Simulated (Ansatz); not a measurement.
# W: a tetragonal deformation path

One table from this session's results is given with a row withheld; the runs are named, their logs left out.

The COD cell was measured well above room temperature, so it is larger than a cold one.

Computed with Ansatz 0.2.0 (DFT PBE, scalar-relativistic, plane waves, PAW, unless a step's input says otherwise).

### The system as given

Symmetry: Im-3m, No. 229, cubic system. Conventional cell: a = 3.195 Å, b = 3.195 Å, c = 3.195 Å, α = 90.00°, β = 90.00°, γ = 90.00°. Around W (site symmetry m-3m) lie 8 W at 2.77 Å.

Coordinates:

```
W
1.0
    -1.59730    1.59730    1.59730
     1.59730   -1.59730    1.59730
     1.59730    1.59730   -1.59730
W
1
Direct
  0.00000 0.00000 0.00000
```

No relaxation comes first: the listed cell is the starting point.

### Zero of energy

The reference gives a free energy of -10384.8252 eV, pressure -3.04 GPa, largest force 0.000 eV/Å and gap on the mesh none (metal). It was computed beforehand with the settings of the runs below.

The first run:

At fixed volume and fractional coordinates, lengths along (0.000, 0.000, 1.000) are scaled against those across it; ρ is that ratio over its starting value.

input.yaml

```yaml
crystal:
  lattice:
    - [-1.7929988887, 1.7929988887, 1.2676502143]
    - [1.7929988887, -1.7929988887, 1.2676502143]
    - [1.7929988887, 1.7929988887, -1.2676502143]
  atoms:
    - { symbol: W, position: [0.0, 0.0, 0.0] }
basis:
  ecutwfc: 420
kpoints:
  mp_grid: { grid: [24, 24, 24] }
hamiltonian:
  xc: pbe
scf:
  occupations: { method: gaussian, width: 0.15 }
output:
  forces: true
  stress: true
  eigenvalues: true
  write_density: true
  write_potential: true
  elf: true
  volumetric_format: npy
```

Run with:

```
ansatz run input.yaml --threads 1 --pin off --max-ram 2560MiB --backend cpu --events-out ev --progress --plain --runs-dir out
```

Among the steps run: At ρ = 0.707; ρ = 1.414; Point ρ = 0.850; ρ = 1.200; At ρ = 0.780; At ρ = 1.300; At ρ = 0.920; Point ρ = 1.100; ρ = 0.650; Point ρ = 1.500; Point ρ = 0.960; At ρ = 1.050.

One table of the session follows, with a row left open; its other results are not shown here.

| ρ | ΔE (meV/atom) | pressure (GPa) |
| --- | --- | --- |
| 0.650 | 1090.3 | 25.0 |
| 0.707 | ? | ? |
| 0.780 | 464.5 | 5.9 |
| 0.850 | 265.3 | 1.1 |
| 0.920 | 75.8 | -2.0 |
| 0.960 | 18.5 | -2.8 |
| 1.000 | 0.0 | -3.0 |
| 1.050 | 24.5 | -2.7 |
| 1.100 | 86.9 | -1.8 |
| 1.200 | 256.5 | 0.6 |
| 1.300 | 408.0 | 2.2 |
| 1.414 | 480.5 | 2.6 |
| 1.500 | 451.3 | 2.6 |

Estimate the missing values for ρ = 0.707.

Worked estimate for «ΔE (meV/atom)». A straight line through the neighbours (0.650, 1090.3) and (0.780, 464.5) gives 1090.3 + (464.5 − 1090.3) × (0.707 − 0.650) / (0.780 − 0.650) = 815.9; a parabola fitted to 3 rows on both sides gives 775.0.

The run gave: ΔE (meV/atom): 699.0; pressure (GPa): 14.3. In «ΔE (meV/atom)» the line misses by +116.9 and the parabola by +76.0.
